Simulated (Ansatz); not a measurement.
Vibrational response of BaTiO₃ at 25 GPa

Method: DFT PBE+U, scalar-relativistic, plane waves, PAW in Ansatz 0.2.0. Plane waves to 420 eV; Γ-centred k mesh 8×8×8; fixed occupations. U_eff = 4.0 eV on Ti d. No spin polarisation. Phonons by linear response, acoustic sum rule imposed.

The cell, relaxed at 25 GPa:
```yaml
crystal:
  lattice:
    - [2.73829, 1.58095, 2.23580]
    - [-2.73829, 1.58095, 2.23580]
    - [0.00000, -3.16191, 2.23580]
  atoms:
    - { symbol: Ba, position: [0.99574, 0.99574, 0.99574] }
    - { symbol: Ti, position: [0.49573, 0.49573, 0.49573] }
    - { symbol: O, position: [0.49574, 0.49574, 0.99574] }
    - { symbol: O, position: [0.49574, 0.99574, 0.49574] }
    - { symbol: O, position: [0.99574, 0.49574, 0.49574] }
```

Spin–orbit coupling is left out, which matters for heavy elements. Other phases may be more stable at this pressure.

Task: Give the high-frequency dielectric tensor ε∞.

Result:
```
5.94 0.00 0.00
0.00 5.94 0.00
0.00 0.00 5.94
```

Task: Give the Born effective charges.

Result:
| atom | Z*xx | Z*yy | Z*zz | mean |
| --- | --- | --- | --- | --- |
| Ba (atom 1) | 2.87 | 2.87 | 2.87 | 2.87 |
| Ti (atom 2) | 6.75 | 6.75 | 6.75 | 6.75 |
| O (atom 3) | -2.14 | -4.27 | -3.21 | -3.21 |

Task: How large is the static dielectric tensor with the ions free to move, and what share of it is ionic?

Result:
```
51.1  0.0  0.0
 0.0 51.1  0.0
 0.0  0.0 51.1
```
The ions give 88 % of its trace.

Symmetry holds off the tilts and polar distortions that many cubic perovskites undergo.

Cost: 1 run of about 14 core-minutes, on Arm Neoverse V1 (shared hosts).